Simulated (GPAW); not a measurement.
# In (P6_3/mmc) in GPAW: phonons with PBE

Aim: the phonons of In with PBE.

All numbers are computed with GPAW 26.7.0; they aren't measurements. Logs are shortened: lines on timing, memory, paths and dates and some standing lists are left out, and cuts for length are marked. The log counts tension as positive stress, the text compression.

### 1 The structure

Symmetry: P6_3/mmc, No. 194, hexagonal system. Conventional cell: a = 3.335 Å, b = 3.335 Å, c = 5.509 Å, α = 90.00°, β = 90.00°, γ = 120.00°. In (site symmetry -6m2) is surrounded by 12 In at 3.34 to 3.36 Å.

This isn't the form of In at room conditions, which is tetragonal.

### 2 Phonons, PBE

File run.py:

```python
import json
import numpy as np
from ase import Atoms
from ase.constraints import FixSymmetry
from ase.filters import FrechetCellFilter
from ase.io import read, write
from ase.optimize import BFGS
from phonopy import Phonopy
from phonopy.structure.atoms import PhonopyAtoms
from gpaw import GPAW, PW

atoms = read('POSCAR')

calc = GPAW(mode=PW(600),
            xc='PBE',
            kpts={'size': (7, 7, 4), 'gamma': True},
            occupations={'name': 'fermi-dirac', 'width': 0.05},
            nbands=23,
            convergence={'density': 1e-06, 'eigenstates': 1e-09},
            maxiter=150,
            txt='gpaw.txt')
atoms.calc = calc
atoms.set_constraint(FixSymmetry(atoms))
BFGS(FrechetCellFilter(atoms), trajectory='relax.traj', logfile='-').run(fmax=0.005, steps=40)
atoms.set_constraint()
energy = atoms.get_potential_energy()
forces = atoms.get_forces()
stress = atoms.get_stress()
calc.write('gs.gpw')
write('result.traj', atoms)
print('Cell:', atoms.cell.cellpar().round(4))
print(atoms.get_scaled_positions().round(5))

def force_constants(scale):
    unit = PhonopyAtoms(symbols=atoms.get_chemical_symbols(), cell=atoms.cell[:] * scale**(1 / 3),
                        scaled_positions=atoms.get_scaled_positions())
    ph = Phonopy(unit, supercell_matrix=np.diag([1, 1, 1]), primitive_matrix=np.eye(3), symprec=1e-4)
    ph.generate_displacements(distance=0.01)
    forces = []
    for i, sc in enumerate(ph.supercells_with_displacements):
        a = Atoms(sc.symbols, cell=sc.cell, scaled_positions=sc.scaled_positions, pbc=True)
        c = GPAW(mode=PW(510),
                 xc='PBE',
                 kpts={'size': (7, 7, 4), 'gamma': True},
                 occupations={'name': 'fermi-dirac', 'width': 0.05},
                 nbands=23,
                 convergence={'density': 1e-06, 'eigenstates': 1e-09},
                 maxiter=150,
                 txt=f'disp-{scale:.3f}-{i:02d}.txt')
        a.calc = c
        f = a.get_forces()
        forces.append(f - f.mean(axis=0))
        print(f'displacement {i}: drift', f.mean(axis=0).round(5), flush=True)
    ph.forces = forces
    ph.produce_force_constants()
    ph.symmetrize_force_constants()
    return ph

qpoints = [[0.0, 0.0, 0.0]]
results = {}
for scale in [1.0]:
    ph = force_constants(scale)
    ph.run_qpoints(qpoints)
    nu = ph.qpoints.frequencies * 33.35641  # THz to cm^-1
    results[f'{scale:.3f}'] = nu.tolist()
    for qp, f in zip(qpoints, nu):
        print(scale, np.round(qp, 4), f.round(2))
json.dump(results, open('phonons.json', 'w'))
```

File POSCAR:

```
In
1.0
    3.3354847820      0.0000000000      0.0000000000
   -1.6677423910      2.8886145552      0.0000000000
    0.0000000000      0.0000000000      5.5091429200
In
2
Direct
    0.6666666667      0.3333333333      0.7500000000
    0.3333333333      0.6666666667      0.2500000000
```

Potentials or basis: GPAW PAW data sets (gpaw-data 1.2.1), pw.

Started as:

```console
> OMP_NUM_THREADS=1 python run.py
```

gpaw.txt:

```text
__  _  _
 | _ |_)|_||  |
 |__||  | ||/\| - 26.7.0

Input parameters:
  mode=PW(ecut=600.0),
  convergence={'density': 1e-06, 'eigenstates': 1e-09},
  kpts=MonkhorstPack(size=(7, 7, 4), gamma=True),
  maxiter=150,
  nbands=23,
  occupations=Occupations(name='fermi-dirac', width=0.05),
  xc=XC(name='PBE')

Diagonalizing LCAO Hamiltonian
Converting LCAO to pw mode

           In

        In

Atoms  # Å, Bohr magnetons
|   | symbol |        x |        y |        z |    initial magnetic moments |
|---|--------|----------|----------|----------|-----------------------------|
| 0 |     In | 1.667742 | 0.962872 | 4.131857 | ( 0.0000,  0.0000,  0.0000) |
| 1 |     In | 0.000000 | 1.925743 | 1.377286 | ( 0.0000,  0.0000,  0.0000) |

Unit cell  # Å
| periodic |         x |        y |        z |  lengths |     angles |
|----------|-----------|----------|----------|----------|------------|
|      yes |  3.335485 | 0.000000 | 0.000000 | 3.335485 |  90.000000 |
|      yes | -1.667742 | 2.888615 | 0.000000 | 3.335485 |  90.000000 |
|      yes |  0.000000 | 0.000000 | 5.509143 | 5.509143 | 120.000000 |

Number of symmetries: 12
Symmetry operations  # r_c * U_cc + t_c -> r_c
|    | kind |            matrix            |
|----|------|------------------------------|
|  0 |  σ   |  1, 1, 0,  0,-1, 0,  0, 0, 1 |
|  1 |  S6  |  1, 1, 0, -1, 0, 0,  0, 0,-1 |
|  2 |  E   |  1, 0, 0,  0, 1, 0,  0, 0, 1 |
|  3 |  C2  |  1, 0, 0, -1,-1, 0,  0, 0,-1 |
|  4 |  C2  |  0, 1, 0,  1, 0, 0,  0, 0,-1 |
|  5 |  C3  |  0, 1, 0, -1,-1, 0,  0, 0, 1 |
|  6 |  S6  |  0,-1, 0,  1, 1, 0,  0, 0,-1 |
|  7 |  σ   |  0,-1, 0, -1, 0, 0,  0, 0, 1 |
|  8 |  σ   | -1, 0, 0,  1, 1, 0,  0, 0, 1 |
|  9 |  i   | -1, 0, 0,  0,-1, 0,  0, 0,-1 |
| 10 |  C3  | -1,-1, 0,  1, 0, 0,  0, 0, 1 |
| 11 |  C2  | -1,-1, 0,  0, 1, 0,  0, 0,-1 |

BZ-sampling:
  Number of BZ points: 196
  Number of IBZ points: 28

  Monkhorst-Pack size: [7, 7, 4]
  Monkhorst-Pack shift: [0.0, 0.0, 0.125]

K-points  # in reciprocal-cell coordinates
|     |                                coordinates |     weight |
|-----|--------------------------------------------|------------|
|   0 | (  0.00000000,   0.00000000,   0.00000000) | 0.00510204 |
|   1 | (  0.00000000,   0.00000000,   0.25000000) | 0.01020408 |
|   2 | (  0.00000000,   0.00000000,   0.50000000) | 0.00510204 |
|   3 | (  0.14285714,   0.00000000,  -0.25000000) | 0.03061224 |
|   4 | (  0.14285714,   0.00000000,   0.00000000) | 0.03061224 |
|   5 | (  0.14285714,   0.00000000,   0.25000000) | 0.03061224 |
|   6 | (  0.14285714,   0.00000000,   0.50000000) | 0.03061224 |
|   7 | (  0.28571429,  -0.14285714,   0.00000000) | 0.03061224 |
|   8 | (  0.28571429,  -0.14285714,   0.25000000) | 0.06122449 |
|   9 | (  0.28571429,  -0.14285714,   0.50000000) | 0.03061224 |
| ... |                                            |            |
[... 719 lines left out ...]
poisson solver:
  ecut: 4800.0  # eV

xc functional:
  name: PBE with 2 nearest neighbor stencil

convergence criteria:
- Maximum integral of absolute [dens]ity change: 1e-06 electrons / valence electron
- Maximum integral of absolute [eigenst]ate change: 1e-09 eV^2 / valence electron
- Maximum [total energy] change in last 3 cyles: 0.0005 eV / valence electron
maximum number of iterations: 150

SCF iterations
|iter     | |      energy | eigst |  dens |
|---------|-|-------------|-------|-------|
|iter:   1| |   -5.539217 | -3.96 |       |
|iter:   2| |   -5.539210 | -6.39 | -3.38 |
|iter:   3| |   -5.539181c| -6.11 | -3.42 |
|iter:   4| |   -5.539182c| -7.00 | -4.09 |
|iter:   5| |   -5.539183c| -7.15 | -4.41 |
|iter:   6| |   -5.539182c| -9.39c| -5.42 |
|iter:   7| |   -5.539182c| -9.53c| -5.90 |
|iter:   8| |   -5.539182c|-10.72c| -6.63c|

Converged in 8 steps
Energy contributions relative to reference atoms: (reference = -319950.839320)

Energy contributions:
  Kinetic:          21.845622
  Coulomb:         -20.209448
  Zero:              0.322515
  External:          0.000000
  Xc:               -7.494538
  Entropy:          -0.006667
  Spinorbit:         0.000000
  ----------------------------
  Free energy:      -5.542516
  Extrapolated:     -5.539182

dipole moment: (-0.000000, -0.000000, -0.000001)  # |e|*Ang

Fermi level: 6.687
Eigenvalues  # (at kpt = [0.000, 0.000, 0.000])
| band index |      eig [eV] | occ [0-2] |
|------------|---------------|-----------|
|          0 |        -7.964 |     2.000 |
|        ... |               |           |
|          5 |        -7.857 |     2.000 |
|          6 |        -7.799 |     2.000 |
|          7 |        -7.799 |     2.000 |
|          8 |        -7.620 |     2.000 |
|          9 |        -7.620 |     2.000 |
|         10 |        -2.700 |     2.000 |
[... 8 lines left out ...]
|         19 |        17.797 |     0.000 |
|         20 |        20.241 |     0.000 |
|        ... |               |           |
|         22 |        20.650 |     0.000 |
[... 11 lines left out ...]
Forces  # eV/Ang
|        x |       y |        z |
|----------|---------|----------|
| -0.00000 | 0.00000 |  0.00001 |  # In   0
|  0.00000 | 0.00000 | -0.00001 |  # In   1

Interpolating wave functions to new cell

           In

        In

Atoms  # Å, Bohr magnetons
|   | symbol |        x |        y |        z |    initial magnetic moments |
|---|--------|----------|----------|----------|-----------------------------|
| 0 |     In | 1.684150 | 0.972345 | 4.135740 | ( 0.0000,  0.0000,  0.0000) |
| 1 |     In | 0.000000 | 1.944689 | 1.378580 | ( 0.0000,  0.0000,  0.0000) |

Unit cell  # Å
| periodic |         x |         y |         z |  lengths |     angles |
|----------|-----------|-----------|-----------|----------|------------|
|      yes |  3.368300 | -0.000000 | -0.000000 | 3.368300 |  90.000000 |
|      yes | -1.684150 |  2.917034 | -0.000000 | 3.368300 |  90.000000 |
|      yes | -0.000000 | -0.000000 |  5.514320 | 5.514320 | 120.000000 |

Number of symmetries: 12
Symmetry operations  # r_c * U_cc + t_c -> r_c
|    | kind |            matrix            |
|----|------|------------------------------|
|  0 |  σ   |  1, 1, 0,  0,-1, 0,  0, 0, 1 |
|  1 |  S6  |  1, 1, 0, -1, 0, 0,  0, 0,-1 |
|  2 |  E   |  1, 0, 0,  0, 1, 0,  0, 0, 1 |
|  3 |  C2  |  1, 0, 0, -1,-1, 0,  0, 0,-1 |
|  4 |  C2  |  0, 1, 0,  1, 0, 0,  0, 0,-1 |
|  5 |  C3  |  0, 1, 0, -1,-1, 0,  0, 0, 1 |
|  6 |  S6  |  0,-1, 0,  1, 1, 0,  0, 0,-1 |
|  7 |  σ   |  0,-1, 0, -1, 0, 0,  0, 0, 1 |
|  8 |  σ   | -1, 0, 0,  1, 1, 0,  0, 0, 1 |
|  9 |  i   | -1, 0, 0,  0,-1, 0,  0, 0,-1 |
| 10 |  C3  | -1,-1, 0,  1, 0, 0,  0, 0, 1 |
| 11 |  C2  | -1,-1, 0,  0, 1, 0,  0, 0,-1 |

BZ-sampling:
  Number of BZ points: 196
  Number of IBZ points: 28

  Monkhorst-Pack size: [7, 7, 4]
  Monkhorst-Pack shift: [0.0, 0.0, 0.125]

K-points  # in reciprocal-cell coordinates
|     |                                coordinates |     weight |
|-----|--------------------------------------------|------------|
|   0 | (  0.00000000,   0.00000000,   0.00000000) | 0.00510204 |
|   1 | (  0.00000000,   0.00000000,   0.25000000) | 0.01020408 |
|   2 | (  0.00000000,   0.00000000,   0.50000000) | 0.00510204 |
|   3 | (  0.14285714,   0.00000000,  -0.25000000) | 0.03061224 |
|   4 | (  0.14285714,   0.00000000,   0.00000000) | 0.03061224 |
|   5 | (  0.14285714,   0.00000000,   0.25000000) | 0.03061224 |
|   6 | (  0.14285714,   0.00000000,   0.50000000) | 0.03061224 |
|   7 | (  0.28571429,  -0.14285714,   0.00000000) | 0.03061224 |
|   8 | (  0.28571429,  -0.14285714,   0.25000000) | 0.06122449 |
|   9 | (  0.28571429,  -0.14285714,   0.50000000) | 0.03061224 |
| ... |                                            |            |
[... 149 lines left out ...]
Forces  # eV/Ang
|        x |        y |        z |
|----------|----------|----------|
|  0.00000 | -0.00000 | -0.00003 |  # In   0
| -0.00000 |  0.00000 |  0.00003 |  # In   1

Interpolating wave functions to new cell

           In

        In

Atoms  # Å, Bohr magnetons
|   | symbol |        x |        y |        z |    initial magnetic moments |
|---|--------|----------|----------|----------|-----------------------------|
| 0 |     In | 1.684245 | 0.972400 | 4.137526 | ( 0.0000,  0.0000,  0.0000) |
| 1 |     In | 0.000000 | 1.944799 | 1.379175 | ( 0.0000,  0.0000,  0.0000) |

Unit cell  # Å
| periodic |         x |         y |         z |  lengths |     angles |
|----------|-----------|-----------|-----------|----------|------------|
|      yes |  3.368491 | -0.000000 | -0.000000 | 3.368491 |  90.000000 |
|      yes | -1.684245 |  2.917199 | -0.000000 | 3.368491 |  90.000000 |
|      yes | -0.000000 |  0.000000 |  5.516701 | 5.516701 | 120.000000 |

Number of symmetries: 12
Symmetry operations  # r_c * U_cc + t_c -> r_c
|    | kind |            matrix            |
|----|------|------------------------------|
|  0 |  σ   |  1, 1, 0,  0,-1, 0,  0, 0, 1 |
|  1 |  S6  |  1, 1, 0, -1, 0, 0,  0, 0,-1 |
|  2 |  E   |  1, 0, 0,  0, 1, 0,  0, 0, 1 |
|  3 |  C2  |  1, 0, 0, -1,-1, 0,  0, 0,-1 |
|  4 |  C2  |  0, 1, 0,  1, 0, 0,  0, 0,-1 |
|  5 |  C3  |  0, 1, 0, -1,-1, 0,  0, 0, 1 |
|  6 |  S6  |  0,-1, 0,  1, 1, 0,  0, 0,-1 |
|  7 |  σ   |  0,-1, 0, -1, 0, 0,  0, 0, 1 |
|  8 |  σ   | -1, 0, 0,  1, 1, 0,  0, 0, 1 |
|  9 |  i   | -1, 0, 0,  0,-1, 0,  0, 0,-1 |
| 10 |  C3  | -1,-1, 0,  1, 0, 0,  0, 0, 1 |
| 11 |  C2  | -1,-1, 0,  0, 1, 0,  0, 0,-1 |

BZ-sampling:
  Number of BZ points: 196
  Number of IBZ points: 28

  Monkhorst-Pack size: [7, 7, 4]
  Monkhorst-Pack shift: [0.0, 0.0, 0.125]

K-points  # in reciprocal-cell coordinates
|     |                                coordinates |     weight |
|-----|--------------------------------------------|------------|
|   0 | (  0.00000000,   0.00000000,   0.00000000) | 0.00510204 |
|   1 | (  0.00000000,   0.00000000,   0.25000000) | 0.01020408 |
|   2 | (  0.00000000,   0.00000000,   0.50000000) | 0.00510204 |
|   3 | (  0.14285714,   0.00000000,  -0.25000000) | 0.03061224 |
|   4 | (  0.14285714,   0.00000000,   0.00000000) | 0.03061224 |
|   5 | (  0.14285714,   0.00000000,   0.25000000) | 0.03061224 |
|   6 | (  0.14285714,   0.00000000,   0.50000000) | 0.03061224 |
|   7 | (  0.28571429,  -0.14285714,   0.00000000) | 0.03061224 |
|   8 | (  0.28571429,  -0.14285714,   0.25000000) | 0.06122449 |
|   9 | (  0.28571429,  -0.14285714,   0.50000000) | 0.03061224 |
| ... |                                            |            |
[... 123 lines left out ...]
|          8 |        -7.631 |     2.000 |
|          9 |        -7.631 |     2.000 |
|         10 |        -2.704 |     2.000 |
[... 8 lines left out ...]
|         19 |        17.785 |     0.000 |
|         20 |        20.227 |     0.000 |
|        ... |               |           |
|         22 |        20.631 |     0.000 |

No gap
No difference between direct/indirect transitions

Stress tensor  # eV/Ang^3
|        x |        y |         z |
|----------|----------|-----------|
| 0.000126 | 0.000000 |  0.000000 |
| 0.000000 | 0.000126 |  0.000000 |
| 0.000000 | 0.000000 | -0.000160 |

Forces  # eV/Ang
|        x |       y |        z |
|----------|---------|----------|
| -0.00000 | 0.00000 | -0.00010 |  # In   0
|  0.00000 | 0.00000 |  0.00010 |  # In   1

# Writing to gs.gpw (mode='')
```

Wall time 1.9 min (1 thread of Arm Neoverse V2, shared host); peak memory 0.3 GiB.

Results:

| Property | Result |
| --- | --- |
| Free energy | -5.5425 eV |
| Relaxed volume | 27.11 Å³/atom |
| Relaxed cell | a = 3.368 Å, b = 3.368 Å, c = 5.517 Å, α = 90.00°, β = 90.00°, γ = 120.00° |
| Space group after relaxing (to 0.05 Å) | P6_3/mmc (No. 194) |
| Pressure after relaxing | 0.0 GPa |
| Band gap on the k mesh | none (metal or under the smearing width) |
| Highest phonon frequency at Γ | 113 cm⁻¹ |

Final structure:
```
CELL_PARAMETERS angstrom
3.36849 0.00000 0.00000
-1.68425 2.91720 0.00000
0.00000 0.00000 5.51670
ATOMIC_POSITIONS crystal
In 0.66667 0.33333 0.75000
In 0.33333 0.66667 0.25000
```

Phonon frequencies in cm⁻¹ (negative: imaginary):
| q point | frequencies |
| --- | --- |
| (0.000, 0.000, 0.000) | 0 0 0 34 34 113 |

Caveat: the cutoff is short for stress and forces, so pressures can be off by a GPa or more.
